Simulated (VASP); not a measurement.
# PbS (Galena) (Fm-3m) in VASP: further runs

One crystal, PbS (Galena), is run at these levels: PBEsol; tasks: single point.

All numbers are computed with VASP 6.6.1; they aren't measurements. Logs are shortened: lines on timing, memory, paths and dates and some standing lists are left out, and cuts for length are marked.

### 1 The structure

The structure is cubic, space group Fm-3m (No. 225). The conventional cell has a = 5.931 Å, b = 5.931 Å, c = 5.931 Å, α = 90.00°, β = 90.00°, γ = 90.00°. Around Pb (site symmetry m-3m) lie 6 S at 2.97 Å. Around S (site symmetry m-3m) lie 6 Pb at 2.97 Å.

### 2 Single point, PBEsol

INCAR

```
SYSTEM = PbS
  PREC = Accurate
  ENCUT = 400
  EDIFF = 1E-4
  ISMEAR = 0
  SIGMA = 0.05
  LREAL = .False.
  LASPH = .True.
  NELM = 100
  ALGO = Normal
  ISIF = 2
  LWAVE = .False.
  LCHARG = .False.
  GGA = PS
  ADDGRID = .False.
```

KPOINTS

```
Automatic mesh
0
Gamma
  4 4 4
  0 0 0
```

POSCAR

```
PbS
1.0
    0.0000000000      2.9657500000      2.9657500000
    2.9657500000      0.0000000000      2.9657500000
    2.9657500000      2.9657500000      0.0000000000
Pb S
1 1
Direct
    0.0000000000      0.0000000000      0.0000000000
    0.5000000000      0.5000000000      0.5000000000
```

Potentials or basis: VASP PAW PBE potentials, release 64 (Pb_d, S).

Command:

```sh
cat potpaw_PBE.64/Pb_d/POTCAR potpaw_PBE.64/S/POTCAR > POTCAR
mpirun -np 1 vasp_std > vasp.out
```

OUTCAR:

```text
SYSTEM = PbS
   PREC = Accurate
   ENCUT = 400
   EDIFF = 1E-4
   ISMEAR = 0
   LREAL = .False.
   LASPH = .True.
   NELM = 100
   ISIF = 2
   GGA = PS

 Found      8 irreducible k-points:

 Following reciprocal coordinates:
            Coordinates               Weight
  0.000000  0.000000  0.000000      1.000000
  0.250000  0.000000  0.000000      8.000000
  0.500000  0.000000  0.000000      4.000000
  0.250000  0.250000  0.000000      6.000000
  0.500000  0.250000  0.000000     24.000000
 -0.250000  0.250000  0.000000     12.000000
   k-points           NKPTS =      8   k-points in BZ     NKDIM =      8   number of bands    NBANDS=     14
   number of dos      NEDOS =    301   number of ions     NIONS =      2
   total plane-waves  NPLWV =  21952
   dimension x,y,z NGX =    28 NGY =   28 NGZ =   28
   dimension x,y,z NGXF=    56 NGYF=   56 NGZF=   56
   ions per type =               1   1
   NGX,Y,Z   is equivalent  to a cutoff of  11.10, 11.10, 11.10 a.u.
   NGXF,Y,Z  is equivalent  to a cutoff of  22.20, 22.20, 22.20 a.u.
 SYSTEM =  PbS
   PREC   = accura    normal or accurate (medium, high low for compatibility)
   ISTART =      0    job   : 0-new  1-cont  2-samecut
   ICHARG =      2    charge: 1-file 2-atom 10-const
   ISPIN  =      1    spin polarized calculation?
   LNONCOLLINEAR =      F non collinear calculations
   LSORBIT =      F    spin-orbit coupling
   LASPH  =      T    aspherical Exc in radial PAW
   ENCUT  =  400.0 eV  29.40 Ry    5.42 a.u.   6.84  6.84  6.84*2*pi/ulx,y,z
   NELM   =    100;   NELMIN=  2; NELMDL= -5     # of ELM steps
   EDIFF  = 0.1E-03   stopping-criterion for ELM
   LREAL  =      F    real-space projection
   EDIFFG = 0.1E-02   stopping-criterion for IOM
   NSW    =      0    number of steps for IOM
   IBRION =     -1    ionic relax: 0-MD 1-quasi-New 2-CG
   NFREE  =      0    steps in history (QN), initial steepest desc. (CG)
   ISIF   =      2    stress and relaxation
   ISYM   =      2    0-nonsym 1-usesym 2-fastsym
   POTIM  = 0.5000    time-step for ionic-motion
   TEBEG  =    0.0;   TEEND  =   0.0 temperature during run
   PSTRESS=    0.0 pullay stress
   NELECT =      20.0000    total number of electrons
   NUPDOWN=      -1.0000    fix difference up-down
   EMIN   =  10.00;   EMAX   =-10.00  energy-range for DOS
   EFERMI =   0.00;   METHOD = LEGACY
   ISMEAR =     0;   SIGMA  =   0.05  broadening in eV -4-tet -1-fermi 0-gaus
   EFERMI_NEDOS =   21; number of points for ismear=-14 and -15
   IALGO  =     38    algorithm
   IMIX   =      4    mixing-type and parameters
     AMIX     =   0.40;   BMIX     =  1.00
     AMIX_MAG =   1.60;   BMIX_MAG =  1.00
  volume/ion in A,a.u.               =      26.09       176.04
  Fermi-wavevector in a.u.,A,eV,Ry     =   1.189251  2.247359 19.242973  1.414319
  Thomas-Fermi vector in A             =   2.325363
   LORBIT       =      0    0 simple, 1 ext, 2 COOP (PROOUT), +10 PAW based schemes
   GGA     = PS    functional components
   LHFCALC =     F    Hartree Fock is set to
   AEXX    =    0.0000 exact exchange contribution
   IVDW    =     0    specifies the selected vdW correction
   LEPSILON=     F    determine dielectric tensor
   LRPA    =     F    only Hartree local field effects (RPA)
 non-spin polarized calculation
 Gauss-broadening in eV      SIGMA  =   0.05
  energy-cutoff  :      400.00
  volume of cell :       52.17
 maximum number of plane-waves:       960
   NGX = 13   NGY = 13   NGZ = 13

 number of electron      19.9999993 magnetization

 Free energy of the ion-electron system (eV)
  ---------------------------------------------------
  ext. energy  EPLUGINS =         0.00000000
  ---------------------------------------------------
  free energy    TOTEN  =        -9.44165125 eV

  energy without entropy =       -9.44164552  energy(sigma->0) =       -9.44164839

 E-fermi :   5.8128     XC(G=0):  -9.8900

 val. band max:        5.6860746251   @ k =   0.5000   0.0000   0.0000
 cond. band min:       5.9394950698   @ k =   0.5000   0.0000   0.0000
 fundamental gap:      0.2534204447
 Fermi energy:         5.8127848511

 k-point     1 :       0.0000    0.0000    0.0000
  band No.  band energies     occupation
      1     -11.0564      2.00000
      2     -11.0564      2.00000
      3     -11.0564      2.00000
      4     -11.0436      2.00000
      5     -11.0436      2.00000
      6      -7.9171      2.00000
      7      -0.3718      2.00000
      8       3.5164      2.00000
      9       3.5164      2.00000
     10       3.5164      2.00000
     11      10.8470      0.00000
     12      10.8470      0.00000
     13      10.8470      0.00000
     14      12.3307      0.00000

 k-point     2 :       0.2500    0.0000    0.0000
  band No.  band energies     occupation
      1     -11.0622      2.00000
      2     -11.0622      2.00000
      3     -11.0544      2.00000
      4     -11.0299      2.00000
      5     -11.0299      2.00000
      6      -7.4061      2.00000
      7      -1.8039      2.00000
      8       3.6778      2.00000
      9       3.6778      2.00000
     10       4.5050      2.00000
     11       7.9582      0.00000
     12       8.8450      0.00000
     13       8.8450      0.00000
     14      12.4049      0.00000

 k-point     3 :       0.5000    0.0000    0.0000
  band No.  band energies     occupation
      1     -11.0773      2.00000
      2     -11.0773      2.00000
      3     -11.0535      2.00000
      4     -11.0069      2.00000
      5     -11.0069      2.00000
      6      -6.6482      2.00000
      7      -3.2116      2.00000
      8       3.9126      2.00000
      9       3.9126      2.00000
     10       5.6861      1.99966
     11       5.9395      0.00034
     12       7.5814      0.00000
     13       7.5814      0.00000
     14      14.1728      0.00000

 k-point     4 :       0.2500    0.2500    0.0000
  band No.  band energies     occupation
      1     -11.1038      2.00000
      2     -11.0696      2.00000
      3     -11.0303      2.00000
      4     -11.0258      2.00000
      5     -11.0258      2.00000
      6      -7.2130      2.00000
      7      -1.5684      2.00000
      8       2.8400      2.00000
      9       2.8400      2.00000
     10       3.9418      2.00000
     11       8.0631      0.00000
     12      10.2914      0.00000
     13      10.5544      0.00000
     14      10.5544      0.00000

 k-point     5 :       0.5000    0.2500    0.0000
  band No.  band energies     occupation
      1     -11.1356      2.00000
      2     -11.0581      2.00000
      3     -11.0452      2.00000
      4     -11.0167      2.00000
      5     -11.0025      2.00000
      6      -6.4475      2.00000
      7      -2.5362      2.00000
      8       1.8810      2.00000
      9       2.8892      2.00000
     10       3.4408      2.00000
     11       8.4613      0.00000
     12       9.4575      0.00000
     13       9.9317      0.00000
     14      11.8984      0.00000

 k-point     6 :      -0.2500    0.2500    0.0000
  band No.  band energies     occupation
      1     -11.0933      2.00000
      2     -11.0605      2.00000
      3     -11.0419      2.00000
      4     -11.0247      2.00000
      5     -11.0234      2.00000
      6      -6.7187      2.00000
      7      -2.5486      2.00000
      8       1.9435      2.00000
      9       3.7862      2.00000
     10       4.8661      2.00000
     11       7.0451      0.00000
     12       8.0671      0.00000
     13       9.8703      0.00000
     14      13.9015      0.00000

 [... further k-points ...]
[... 5 lines left out ...]
  --------------------------------------------------------------------------------------
  -------------------------------------------------------------------------------------
  Total       -0.2384076     -0.2384076     -0.2384076     -0.0000000      0.0000000     -0.0000000
  in kB       -7.3214502     -7.3214502     -7.3214502     -0.0000000      0.0000000     -0.0000000
  external PRESSURE =      -7.3214502 kB  Pullay stress =       0.0000000 kB

 VOLUME and BASIS-vectors are now :
 -----------------------------------------------------------------------------
  energy-cutoff  :      400.00
  volume of cell :       52.17
      direct lattice vectors                 reciprocal lattice vectors
     0.000000000  2.965750000  2.965750000    -0.168591419  0.168591419  0.168591419
     2.965750000  0.000000000  2.965750000     0.168591419 -0.168591419  0.168591419
     2.965750000  2.965750000  0.000000000     0.168591419  0.168591419 -0.168591419

 POSITION                                       TOTAL-FORCE (eV/Angst)
 -----------------------------------------------------------------------------------
      0.00000      0.00000      0.00000        -0.000000     -0.000000     -0.000000
      2.96575      2.96575      2.96575         0.000000      0.000000      0.000000
 -----------------------------------------------------------------------------------
    total drift:                                0.000000      0.000000      0.000000

  FREE ENERGIE OF THE ION-ELECTRON SYSTEM (eV)
  ---------------------------------------------------
  free  energy   TOTEN  =        -9.4416512550 eV

  energy  without entropy=       -9.4416455246  energy(sigma->0) =       -9.44164839
```

Wall time 2.5 s (1 thread of Intel Xeon 6975P-C (Granite Rapids), shared host); peak memory 0.15 GiB.

These settings aren't checked as converged: the numbers below hold their error.

Results:

```
Free energy            : -9.4417 eV
Pressure               : -0.7 GPa
Band gap on the k mesh : 0.25 eV, direct
```

Caveat: the k mesh is coarse (spacing up to 0.46 Å⁻¹), so the values aren't converged; the PAW data sets were made with another functional, which shifts forces and pressure a little; spin-orbit coupling is left out, which as a rule narrows the gap of such compounds by several tenths of an eV.

### 3 Single point, PBEsol

Changes to INCAR since step 2:

```diff
@@ -3,3 +3,3 @@
   ENCUT = 400
-  EDIFF = 1E-4
+  EDIFF = 1E-5
   ISMEAR = 0
```

KPOINTS is that of step 2.

POSCAR is that of step 2.

Potentials or basis: VASP PAW PBE potentials, release 64 (Pb_d, S).

Command:

```sh
cat potpaw_PBE.64/Pb_d/POTCAR potpaw_PBE.64/S/POTCAR > POTCAR
mpirun -np 1 vasp_std > vasp.out
```

Wall time 2.7 s (1 thread of Intel Xeon 6975P-C (Granite Rapids), shared host); peak memory 0.15 GiB.

The run converged, but some of its settings lie outside the range that counts as converged, so its numbers aren't taken as properties of the crystal.

Results:

```
Free energy            : -9.4417 eV
Pressure               : -0.8 GPa
Band gap on the k mesh : 0.25 eV, direct
```

Caveat: the k mesh is coarse (spacing up to 0.46 Å⁻¹), so the values aren't converged; the PAW data sets were made with another functional, which shifts forces and pressure a little; spin-orbit coupling is left out, which as a rule narrows the gap of such compounds by several tenths of an eV.

### 4 Single point, PBEsol

Changes to INCAR since step 3:

```diff
@@ -3,3 +3,3 @@
   ENCUT = 400
-  EDIFF = 1E-5
+  EDIFF = 1E-6
   ISMEAR = 0
```

KPOINTS is that of step 3.

POSCAR is that of step 3.

Command:

```sh
cat potpaw_PBE.64/Pb_d/POTCAR potpaw_PBE.64/S/POTCAR > POTCAR
mpirun -np 1 vasp_std > vasp.out
```

Run time: 3.1 s. Hardware: 1 thread of Intel Xeon 6975P-C (Granite Rapids), shared host; peak memory 0.14 GiB.

These settings aren't checked as converged: the numbers below hold their error.

Results:

| Item | Value |
| --- | --- |
| Free energy | -9.4417 eV |
| Pressure | -0.8 GPa |
| Band gap on the k mesh | 0.25 eV, direct |

Caveat: the k mesh is coarse (spacing up to 0.46 Å⁻¹), so the values aren't converged; the PAW data sets were made with another functional, which shifts forces and pressure a little; spin-orbit coupling is left out, which as a rule narrows the gap of such compounds by several tenths of an eV.

### 5 Single point, PBEsol

Changes to INCAR since step 4:

```diff
@@ -3,3 +3,3 @@
   ENCUT = 400
-  EDIFF = 1E-6
+  EDIFF = 1E-7
   ISMEAR = 0
@@ -14,2 +14,2 @@
   GGA = PS
-  ADDGRID = .False.
+  ADDGRID = .True.
```

KPOINTS is that of step 4.

POSCAR is that of step 4.

Command:

```sh
cat potpaw_PBE.64/Pb_d/POTCAR potpaw_PBE.64/S/POTCAR > POTCAR
mpirun -np 1 vasp_std > vasp.out
```

It took 5.2 s on 1 thread of Intel Xeon 6975P-C (Granite Rapids), shared host; peak memory 0.22 GiB.

These settings aren't checked as converged: the numbers below hold their error.

Results:

```
Free energy            : -9.4417 eV
Pressure               : -0.8 GPa
Band gap on the k mesh : 0.25 eV, direct
```

Caveat: the k mesh is coarse (spacing up to 0.46 Å⁻¹), so the values aren't converged; the PAW data sets were made with another functional, which shifts forces and pressure a little; spin-orbit coupling is left out, which as a rule narrows the gap of such compounds by several tenths of an eV.

### 6 Single point, PBEsol

Changes to INCAR since step 5:

```diff
@@ -7,3 +7,3 @@
   LREAL = .False.
-  LASPH = .True.
+  LASPH = .False.
   NELM = 100
@@ -14,2 +14,2 @@
   GGA = PS
-  ADDGRID = .True.
+  ADDGRID = .False.
```

KPOINTS is that of step 5.

POSCAR is that of step 5.

Potentials or basis: VASP PAW PBE potentials, release 64 (Pb_d, S).

Command:

```sh
cat potpaw_PBE.64/Pb_d/POTCAR potpaw_PBE.64/S/POTCAR > POTCAR
mpirun -np 1 vasp_std > vasp.out
```

Run time: 2.6 s. Hardware: 1 thread of Intel Xeon 6975P-C (Granite Rapids), shared host; peak memory 0.15 GiB.

These settings aren't checked as converged: the numbers below hold their error.

What came out:

- Free energy: -9.4416 eV
- Pressure: -0.8 GPa
- Band gap on the k mesh: 0.25 eV, direct

Caveat: the k mesh is coarse (spacing up to 0.46 Å⁻¹), so the values aren't converged; the PAW data sets were made with another functional, which shifts forces and pressure a little; spin-orbit coupling is left out, which as a rule narrows the gap of such compounds by several tenths of an eV.
